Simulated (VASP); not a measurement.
# NaH (Fm-3m) in VASP: a series of runs

The runs below take NaH through single point, with PBE.

Program: VASP 6.6.1. These are calculated values, not measurements. Logs are shortened: lines on timing, memory, paths and dates and some standing lists are left out, and cuts for length are marked.

**1. Starting point**

Symmetry: Fm-3m, No. 225, cubic system. The conventional cell has a = 4.880 Å, b = 4.880 Å, c = 4.880 Å, α = 90.00°, β = 90.00°, γ = 90.00°. Around Na (site symmetry m-3m) lie 6 H at 2.44 Å. Around H (site symmetry m-3m) lie 6 Na at 2.44 Å.

**2. Single point, PBE**

The input, INCAR:

```
SYSTEM = NaH
PREC = Accurate
ENCUT = 450
EDIFF = 1E-6
ISMEAR = 0
SIGMA = 0.05
LREAL = Auto
LASPH = .True.
NELM = 100
ALGO = Normal
ISIF = 2
LWAVE = .False.
LCHARG = .False.
GGA = PE
NBANDS = 11
ADDGRID = .False.
```

The input, KPOINTS:

```
Automatic mesh
0
Gamma
  5 5 5
  0 0 0
```

The input, POSCAR:

```
NaH
1.0
    0.0000000000      2.4400000000      2.4400000000
    2.4400000000      0.0000000000      2.4400000000
    2.4400000000      2.4400000000      0.0000000000
Na H
1 1
Direct
   -0.0187210000      0.0228060000      0.0160610000
    0.4668300000      0.5164870000      0.5214060000
```

Potentials or basis: VASP PAW PBE potentials, release 64 (Na_pv, H).

The run is started by

```sh
$ cat potpaw_PBE.64/Na_pv/POTCAR potpaw_PBE.64/H/POTCAR > POTCAR
$ mpirun -np 1 vasp_std > vasp.out
```

OUTCAR:

```text
SYSTEM = NaH
   PREC = Accurate
   ENCUT = 450
   EDIFF = 1E-6
   ISMEAR = 0
   LREAL = Auto
   LASPH = .True.
   NELM = 100
   ISIF = 2
   GGA = PE

 Found     63 irreducible k-points:

 Following reciprocal coordinates:
            Coordinates               Weight
  0.000000  0.000000  0.000000      1.000000
  0.200000  0.000000  0.000000      2.000000
  0.000000  0.200000  0.000000      2.000000
  0.000000  0.000000  0.200000      2.000000
  0.200000  0.200000  0.200000      2.000000
  0.400000  0.000000  0.000000      2.000000
   k-points           NKPTS =     63   k-points in BZ     NKDIM =     63   number of bands    NBANDS=     11
   number of dos      NEDOS =    301   number of ions     NIONS =      2
   total plane-waves  NPLWV =  13824
   dimension x,y,z NGX =    24 NGY =   24 NGZ =   24
   dimension x,y,z NGXF=    48 NGYF=   48 NGZF=   48
   ions per type =               1   1
   NGX,Y,Z   is equivalent  to a cutoff of  11.56, 11.56, 11.56 a.u.
   NGXF,Y,Z  is equivalent  to a cutoff of  23.13, 23.13, 23.13 a.u.
 SYSTEM =  NaH
   PREC   = accura    normal or accurate (medium, high low for compatibility)
   ISTART =      0    job   : 0-new  1-cont  2-samecut
   ICHARG =      2    charge: 1-file 2-atom 10-const
   ISPIN  =      1    spin polarized calculation?
   LNONCOLLINEAR =      F non collinear calculations
   LSORBIT =      F    spin-orbit coupling
   LASPH  =      T    aspherical Exc in radial PAW
   ENCUT  =  450.0 eV  33.07 Ry    5.75 a.u.   5.97  5.97  5.97*2*pi/ulx,y,z
   NELM   =    100;   NELMIN=  2; NELMDL= -5     # of ELM steps
   EDIFF  = 0.1E-05   stopping-criterion for ELM
   LREAL  =      T    real-space projection
   EDIFFG = 0.1E-04   stopping-criterion for IOM
   NSW    =      0    number of steps for IOM
   IBRION =     -1    ionic relax: 0-MD 1-quasi-New 2-CG
   NFREE  =      0    steps in history (QN), initial steepest desc. (CG)
   ISIF   =      2    stress and relaxation
   ISYM   =      2    0-nonsym 1-usesym 2-fastsym
   POTIM  = 0.5000    time-step for ionic-motion
   TEBEG  =    0.0;   TEEND  =   0.0 temperature during run
   PSTRESS=    0.0 pullay stress
   NELECT =       8.0000    total number of electrons
   NUPDOWN=      -1.0000    fix difference up-down
   EMIN   =  10.00;   EMAX   =-10.00  energy-range for DOS
   EFERMI =   0.00;   METHOD = LEGACY
   ISMEAR =     0;   SIGMA  =   0.05  broadening in eV -4-tet -1-fermi 0-gaus
   EFERMI_NEDOS =   21; number of points for ismear=-14 and -15
   IALGO  =     38    algorithm
   IMIX   =      4    mixing-type and parameters
     AMIX     =   0.40;   BMIX     =  1.00
     AMIX_MAG =   1.60;   BMIX_MAG =  1.00
  volume/ion in A,a.u.               =      14.53        98.03
  Fermi-wavevector in a.u.,A,eV,Ry     =   1.065054  2.012660 15.433636  1.134340
  Thomas-Fermi vector in A             =   2.200593
   LORBIT       =      0    0 simple, 1 ext, 2 COOP (PROOUT), +10 PAW based schemes
   GGA     = PE    functional components
   LHFCALC =     F    Hartree Fock is set to
   AEXX    =    0.0000 exact exchange contribution
   IVDW    =     0    specifies the selected vdW correction
   LEPSILON=     F    determine dielectric tensor
   LRPA    =     F    only Hartree local field effects (RPA)
 non-spin polarized calculation
 Gauss-broadening in eV      SIGMA  =   0.05
  energy-cutoff  :      450.00
  volume of cell :       29.05
 maximum number of plane-waves:       639
   NGX = 11   NGY = 11   NGZ = 11

 number of electron       7.9999993 magnetization

 Free energy of the ion-electron system (eV)
  ---------------------------------------------------
  ext. energy  EPLUGINS =         0.00000000
  ---------------------------------------------------
  free energy    TOTEN  =        -5.08406794 eV

  energy without entropy =       -5.08406794  energy(sigma->0) =       -5.08406794

 E-fermi :  -1.0775     XC(G=0):  -7.6726

 val. band max:       -1.3029025103   @ k =   0.2000  -0.4000  -0.4000
 cond. band min:       3.2348361124   @ k =   0.4000   0.4000   0.4000
 fundamental gap:      4.5377386227
 Fermi energy:        -1.0775258281

 k-point     1 :       0.0000    0.0000    0.0000
  band No.  band energies     occupation
      1     -23.3585      2.00000
      2     -23.3585      2.00000
      3     -23.3581      2.00000
      4      -4.7404      2.00000
      5       8.9536      0.00000
      6      14.1645      0.00000
      7      14.1653      0.00000
      8      14.1791      0.00000
      9      14.9724      0.00000
     10      14.9840      0.00000
     11      14.9926      0.00000

 k-point     2 :       0.2000    0.0000    0.0000
  band No.  band energies     occupation
      1     -23.3881      2.00000
      2     -23.3621      2.00000
      3     -23.3618      2.00000
      4      -4.0833      2.00000
      5       6.8598      0.00000
      6      10.5518      0.00000
      7      12.8588      0.00000
      8      12.8634      0.00000
      9      16.2141      0.00000
     10      16.2186      0.00000
     11      16.8399      0.00000

 k-point     3 :       0.0000    0.2000    0.0000
  band No.  band energies     occupation
      1     -23.3879      2.00000
      2     -23.3622      2.00000
      3     -23.3620      2.00000
      4      -4.0833      2.00000
      5       6.8605      0.00000
      6      10.5494      0.00000
      7      12.8591      0.00000
      8      12.8671      0.00000
      9      16.2102      0.00000
     10      16.2175      0.00000
     11      16.8400      0.00000

 k-point     4 :       0.0000    0.0000    0.2000
  band No.  band energies     occupation
      1     -23.3879      2.00000
      2     -23.3622      2.00000
      3     -23.3620      2.00000
      4      -4.0833      2.00000
      5       6.8606      0.00000
      6      10.5492      0.00000
      7      12.8590      0.00000
      8      12.8674      0.00000
      9      16.2099      0.00000
     10      16.2174      0.00000
     11      16.8400      0.00000

 k-point     5 :       0.2000    0.2000    0.2000
  band No.  band energies     occupation
      1     -23.3881      2.00000
      2     -23.3621      2.00000
      3     -23.3618      2.00000
      4      -4.0833      2.00000
      5       6.8596      0.00000
      6      10.5523      0.00000
      7      12.8585      0.00000
      8      12.8629      0.00000
      9      16.2146      0.00000
     10      16.2190      0.00000
     11      16.8399      0.00000

 k-point     6 :       0.4000    0.0000    0.0000
  band No.  band energies     occupation
      1     -23.4350      2.00000
      2     -23.3678      2.00000
      3     -23.3675      2.00000
      4      -2.4912      2.00000
      5       3.2350      0.00000
      6       9.4788      0.00000
      7      12.0910      0.00000
      8      12.0957      0.00000
      9      15.0463      0.00000
     10      15.0476      0.00000
     11      17.4383      0.00000

 [... further k-points ...]

------------------------ aborting loop because EDIFF is reached ----------------------------------------

  FORCE on cell =-STRESS in cart. coord.  units (eV):
  Direction    XX          YY          ZZ          XY          YZ          ZX
  --------------------------------------------------------------------------------------
  -------------------------------------------------------------------------------------
  Total       -0.1629346     -0.1602670     -0.1491824     -0.0003350     -0.0007808      0.0004539
  in kB       -8.9851295     -8.8380221     -8.2267602     -0.0184743     -0.0430553      0.0250308
  external PRESSURE =      -8.6833039 kB  Pullay stress =       0.0000000 kB

 VOLUME and BASIS-vectors are now :
 -----------------------------------------------------------------------------
  energy-cutoff  :      450.00
  volume of cell :       29.05
      direct lattice vectors                 reciprocal lattice vectors
     0.000000000  2.440000000  2.440000000    -0.204918033  0.204918033  0.204918033
     2.440000000  0.000000000  2.440000000     0.204918033 -0.204918033  0.204918033
     2.440000000  2.440000000  0.000000000     0.204918033  0.204918033 -0.204918033

 POSITION                                       TOTAL-FORCE (eV/Angst)
 -----------------------------------------------------------------------------------
      0.09484      2.43351      2.44997        -0.002151     -0.017411     -0.038716
      2.53246      2.41130      2.39929         0.002151      0.017411      0.038716
 -----------------------------------------------------------------------------------
    total drift:                               -0.000767     -0.000569      0.001198

  FREE ENERGIE OF THE ION-ELECTRON SYSTEM (eV)
  ---------------------------------------------------
  free  energy   TOTEN  =        -5.0840679376 eV

  energy  without entropy=       -5.0840679376  energy(sigma->0) =       -5.08406794
```

Run time: 13 s. Hardware: 1 thread of Intel Xeon Platinum 8259CL at 2.50GHz (Skylake/Cascade Lake), shared host; peak memory 0.13 GiB.

The run converged, but some of its settings lie outside the range that counts as converged, so its numbers aren't taken as properties of the crystal.

Results:

```yaml
Free_energy: -5.0841 eV
Pressure: -0.9 GPa
Largest_force: 0.043 eV/Å
Band_gap_on_the_k_mesh: 4.54 eV, indirect (least direct gap 5.02 eV)
```

Caveat: the k mesh is coarse (spacing up to 0.45 Å⁻¹), so the values aren't converged; an odd mesh through Γ misses points on the zone boundary, where band edges often lie.

**3. Single point, PBE**

Edit INCAR of step 2 so:

```diff
@@ -3,6 +3,6 @@
 ENCUT = 450
-EDIFF = 1E-6
+EDIFF = 0.01
 ISMEAR = 0
 SIGMA = 0.05
-LREAL = Auto
+LREAL = .False.
 LASPH = .True.
```

KPOINTS is that of step 2.

The input, POSCAR:

```
NaH
1.0
    0.0000000000      2.4400000000      2.4400000000
    2.4400000000      0.0000000000      2.4400000000
    2.4400000000      2.4400000000      0.0000000000
Na H
1 1
Direct
    0.0000000000      0.0000000000      0.0000000000
    0.5000000000      0.5000000000      0.5000000000
```

Potentials or basis: VASP PAW PBE potentials, release 64 (Na_pv, H).

The run is started by

```sh
$ cat potpaw_PBE.64/Na_pv/POTCAR potpaw_PBE.64/H/POTCAR > POTCAR
$ mpirun -np 1 vasp_std > vasp.out
```

OUTCAR:

```text
SYSTEM = NaH
   PREC = Accurate
   ENCUT = 450
   EDIFF = 0.01
   ISMEAR = 0
   LREAL = .False.
   LASPH = .True.
   NELM = 100
   ISIF = 2
   GGA = PE

 Found     10 irreducible k-points:

 Following reciprocal coordinates:
            Coordinates               Weight
  0.000000  0.000000  0.000000      1.000000
  0.200000  0.000000  0.000000      8.000000
  0.400000  0.000000  0.000000      8.000000
  0.200000  0.200000  0.000000      6.000000
  0.400000  0.200000  0.000000     24.000000
 -0.400000  0.200000  0.000000     24.000000
   k-points           NKPTS =     10   k-points in BZ     NKDIM =     10   number of bands    NBANDS=     11
   number of dos      NEDOS =    301   number of ions     NIONS =      2
   total plane-waves  NPLWV =  13824
   dimension x,y,z NGX =    24 NGY =   24 NGZ =   24
   dimension x,y,z NGXF=    48 NGYF=   48 NGZF=   48
   ions per type =               1   1
   NGX,Y,Z   is equivalent  to a cutoff of  11.56, 11.56, 11.56 a.u.
   NGXF,Y,Z  is equivalent  to a cutoff of  23.13, 23.13, 23.13 a.u.
 SYSTEM =  NaH
   PREC   = accura    normal or accurate (medium, high low for compatibility)
   ISTART =      0    job   : 0-new  1-cont  2-samecut
   ICHARG =      2    charge: 1-file 2-atom 10-const
   ISPIN  =      1    spin polarized calculation?
   LNONCOLLINEAR =      F non collinear calculations
   LSORBIT =      F    spin-orbit coupling
   LASPH  =      T    aspherical Exc in radial PAW
   ENCUT  =  450.0 eV  33.07 Ry    5.75 a.u.   5.97  5.97  5.97*2*pi/ulx,y,z
   NELM   =    100;   NELMIN=  2; NELMDL= -5     # of ELM steps
   EDIFF  = 0.1E-01   stopping-criterion for ELM
   LREAL  =      F    real-space projection
   EDIFFG = 0.1E+00   stopping-criterion for IOM
   NSW    =      0    number of steps for IOM
   IBRION =     -1    ionic relax: 0-MD 1-quasi-New 2-CG
   NFREE  =      0    steps in history (QN), initial steepest desc. (CG)
   ISIF   =      2    stress and relaxation
   ISYM   =      2    0-nonsym 1-usesym 2-fastsym
   POTIM  = 0.5000    time-step for ionic-motion
   TEBEG  =    0.0;   TEEND  =   0.0 temperature during run
   PSTRESS=    0.0 pullay stress
   NELECT =       8.0000    total number of electrons
   NUPDOWN=      -1.0000    fix difference up-down
   EMIN   =  10.00;   EMAX   =-10.00  energy-range for DOS
   EFERMI =   0.00;   METHOD = LEGACY
   ISMEAR =     0;   SIGMA  =   0.05  broadening in eV -4-tet -1-fermi 0-gaus
   EFERMI_NEDOS =   21; number of points for ismear=-14 and -15
   IALGO  =     38    algorithm
   IMIX   =      4    mixing-type and parameters
     AMIX     =   0.40;   BMIX     =  1.00
     AMIX_MAG =   1.60;   BMIX_MAG =  1.00
  volume/ion in A,a.u.               =      14.53        98.03
  Fermi-wavevector in a.u.,A,eV,Ry     =   1.065054  2.012660 15.433636  1.134340
  Thomas-Fermi vector in A             =   2.200593
   LORBIT       =      0    0 simple, 1 ext, 2 COOP (PROOUT), +10 PAW based schemes
   GGA     = PE    functional components
   LHFCALC =     F    Hartree Fock is set to
   AEXX    =    0.0000 exact exchange contribution
   IVDW    =     0    specifies the selected vdW correction
   LEPSILON=     F    determine dielectric tensor
   LRPA    =     F    only Hartree local field effects (RPA)
 non-spin polarized calculation
 Gauss-broadening in eV      SIGMA  =   0.05
  energy-cutoff  :      450.00
  volume of cell :       29.05
 maximum number of plane-waves:       639
   NGX = 11   NGY = 11   NGZ = 11

 number of electron       7.9999989 magnetization

 Free energy of the ion-electron system (eV)
  ---------------------------------------------------
  ext. energy  EPLUGINS =         0.00000000
  ---------------------------------------------------
  free energy    TOTEN  =        -5.08502566 eV

  energy without entropy =       -5.08502566  energy(sigma->0) =       -5.08502566

 E-fermi :  -1.0718     XC(G=0):  -7.6862

 val. band max:       -1.3309054028   @ k =  -0.4000   0.4000   0.0000
 cond. band min:       3.2192193658   @ k =   0.4000   0.0000   0.0000
 fundamental gap:      4.5501247686
 Fermi energy:        -1.0718347156

 k-point     1 :       0.0000    0.0000    0.0000
  band No.  band energies     occupation
      1     -23.3053      2.00000
      2     -23.3053      2.00000
      3     -23.3053      2.00000
      4      -4.7621      2.00000
      5       8.9172      0.00000
      6      14.1627      0.00000
      7      14.1627      0.00000
      8      14.1627      0.00000
      9      14.9669      0.00000
     10      14.9671      0.00000
     11      14.9671      0.00000

 k-point     2 :       0.2000    0.0000    0.0000
  band No.  band energies     occupation
      1     -23.3352      2.00000
      2     -23.3090      2.00000
      3     -23.3090      2.00000
      4      -4.1053      2.00000
      5       6.8366      0.00000
      6      10.5202      0.00000
      7      12.8504      0.00000
      8      12.8504      0.00000
      9      16.2075      0.00000
     10      16.2078      0.00000
     11      16.8088      0.00000

 k-point     3 :       0.4000    0.0000    0.0000
  band No.  band energies     occupation
      1     -23.3825      2.00000
      2     -23.3147      2.00000
      3     -23.3147      2.00000
      4      -2.5152      2.00000
      5       3.2192      0.00000
      6       9.4435      0.00000
      7      12.0816      0.00000
      8      12.0816      0.00000
      9      15.0408      0.00000
     10      15.0411      0.00000
     11      17.4216      0.00000

 k-point     4 :       0.2000    0.2000    0.0000
  band No.  band energies     occupation
      1     -23.3337      2.00000
      2     -23.3154      2.00000
      3     -23.3154      2.00000
      4      -3.8990      2.00000
      5       6.8876      0.00000
      6      10.9241      0.00000
      7      11.1209      0.00000
      8      11.1210      0.00000
      9      14.3140      0.00000
     10      17.2973      0.00000
     11      19.8935      0.00000

 k-point     5 :       0.4000    0.2000    0.0000
  band No.  band energies     occupation
      1     -23.3673      2.00000
      2     -23.3253      2.00000
      3     -23.3221      2.00000
      4      -2.6175      2.00000
      5       4.5101      0.00000
      6       7.7022      0.00000
      7      10.4475      0.00000
      8      11.8181      0.00000
      9      14.6410      0.00000
     10      17.4760      0.00000
     11      18.4692      0.00000

 k-point     6 :      -0.4000    0.2000    0.0000
  band No.  band energies     occupation
      1     -23.3783      2.00000
      2     -23.3361      2.00000
      3     -23.3198      2.00000
      4      -1.8014      2.00000
      5       3.2344      0.00000
      6       6.5418      0.00000
      7      10.9521      0.00000
      8      11.6944      0.00000
      9      15.9620      0.00000
     10      17.0867      0.00000
     11      20.0486      0.00000

 [... further k-points ...]

------------------------ aborting loop because EDIFF is reached ----------------------------------------

  FORCE on cell =-STRESS in cart. coord.  units (eV):
  Direction    XX          YY          ZZ          XY          YZ          ZX
  --------------------------------------------------------------------------------------
  -------------------------------------------------------------------------------------
  Total       -0.6505628     -0.6505628     -0.6505628      0.0000000      0.0000000      0.0000000
  in kB      -35.8756986    -35.8756986    -35.8756986      0.0000000      0.0000000      0.0000000
  external PRESSURE =     -35.8756986 kB  Pullay stress =       0.0000000 kB

 VOLUME and BASIS-vectors are now :
 -----------------------------------------------------------------------------
  energy-cutoff  :      450.00
  volume of cell :       29.05
      direct lattice vectors                 reciprocal lattice vectors
     0.000000000  2.440000000  2.440000000    -0.204918033  0.204918033  0.204918033
     2.440000000  0.000000000  2.440000000     0.204918033 -0.204918033  0.204918033
     2.440000000  2.440000000  0.000000000     0.204918033  0.204918033 -0.204918033

 POSITION                                       TOTAL-FORCE (eV/Angst)
 -----------------------------------------------------------------------------------
      0.00000      0.00000      0.00000         0.000000      0.000000      0.000000
      2.44000      2.44000      2.44000        -0.000000     -0.000000     -0.000000
 -----------------------------------------------------------------------------------
    total drift:                                0.000000     -0.000000     -0.000000

  FREE ENERGIE OF THE ION-ELECTRON SYSTEM (eV)
  ---------------------------------------------------
  free  energy   TOTEN  =        -5.0850256616 eV

  energy  without entropy=       -5.0850256616  energy(sigma->0) =       -5.08502566
```

OSZICAR:

```text
N       E                     dE             d eps       ncg     rms          rms(c)
DAV:   1     0.356691196836E+02    0.35669E+02   -0.42689E+03   220   0.695E+02
DAV:   2    -0.432824683449E+01   -0.39997E+02   -0.39562E+02   226   0.180E+02
DAV:   3    -0.550044687933E+01   -0.11722E+01   -0.11709E+01   267   0.306E+01
DAV:   4    -0.550883803940E+01   -0.83912E-02   -0.83901E-02   269   0.265E+00
DAV:   5    -0.550892421476E+01   -0.86175E-04   -0.86169E-04   189   0.281E-01    0.316E+00
DAV:   6    -0.517026297418E+01    0.33866E+00   -0.33912E-01   258   0.273E+00    0.146E+00
DAV:   7    -0.508015433979E+01    0.90109E-01   -0.32584E-01   247   0.209E+00    0.356E-01
DAV:   8    -0.508502566158E+01   -0.48713E-02   -0.10245E-02   238   0.929E-01
   1 F= -.50850257E+01 E0= -.50850257E+01  d E =-.593118E-14
```

Wall time 1.9 s (1 thread of Intel Xeon Platinum 8259CL at 2.50GHz (Skylake/Cascade Lake), shared host); peak memory 0.12 GiB.

These settings aren't checked as converged: the numbers below hold their error.

Results:

| Item | Value |
| --- | --- |
| Free energy | -5.0850 eV |
| Pressure | -3.6 GPa |
| Band gap on the k mesh | 4.55 eV, indirect (least direct gap 5.04 eV) |

Caveat: the k mesh is coarse (spacing up to 0.45 Å⁻¹), so the values aren't converged; an odd mesh through Γ misses points on the zone boundary, where band edges often lie.

(Part 1 of 2 ends here.)
